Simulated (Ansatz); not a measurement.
# GaN: the cost of one run

Program: Ansatz 0.2.0. G0W0, plane waves. The values are computed, spin-unpolarised, and not measurements.

1 further run of the same task is left out (it didn't finish).

**1. Starting point**

The cell was relaxed beforehand with r2SCAN.

It is cubic, F-43m (No. 216); conventional cell a = 4.498 Å, 11.37 Å³ an atom. Around Ga lie 4 N at 1.95 Å; around N lie 4 Ga at 1.95 Å.

The structure in full:

```cif
data_structure
_symmetry_space_group_name_H-M 'F-43m'
_symmetry_Int_Tables_number 216
_cell_length_a 4.4979
_cell_length_b 4.4979
_cell_length_c 4.4979
_cell_angle_alpha 90.000
_cell_angle_beta 90.000
_cell_angle_gamma 90.000
_cell_volume 91.00
loop_
_atom_site_label
_atom_site_type_symbol
_atom_site_symmetry_multiplicity
_atom_site_Wyckoff_symbol
_atom_site_fract_x
_atom_site_fract_y
_atom_site_fract_z
_atom_site_occupancy
Ga1 Ga 4 a 0.00000 0.00000 0.00000 1
N1 N 4 d 0.25000 0.25000 0.75000 1
```

**2. From LDA, 60 empty bands, 80 eV, plasmon_pole_fit_frequency 5**

File input.yaml:

```yaml
crystal:
  lattice:
    - [0.0, 2.2489525415, 2.2489525415]
    - [2.2489525415, 0.0, 2.2489525415]
    - [2.2489525415, 2.2489525415, 0.0]
  atoms:
    - { symbol: Ga, position: [0.0, 0.0, 0.0] }
    - { symbol: "N", position: [0.25, 0.25, 0.25] }
kpoints:
  mp_grid: { grid: [4, 4, 4] }
hamiltonian:
  xc: lda
scf:
  occupations: { method: fixed }
gw:
  n_empty_bands: 60
  ecut_chi: 80
  qp_bands: [v1, c1]
  qp_kpoints: band_edges
  screening: { model: godby_needs }
  plasmon_pole_fit_frequency: 5
```

The run is started by

```console
ansatz run input.yaml --threads 4 --pin off --max-ram 3686MiB --backend cpu --events-out ev --progress --plain --runs-dir out
```

Q: Estimate wall time and peak memory on 4 threads of Arm Neoverse N1, shared host.

About 2.6 s, with a peak of 0.32 GiB.
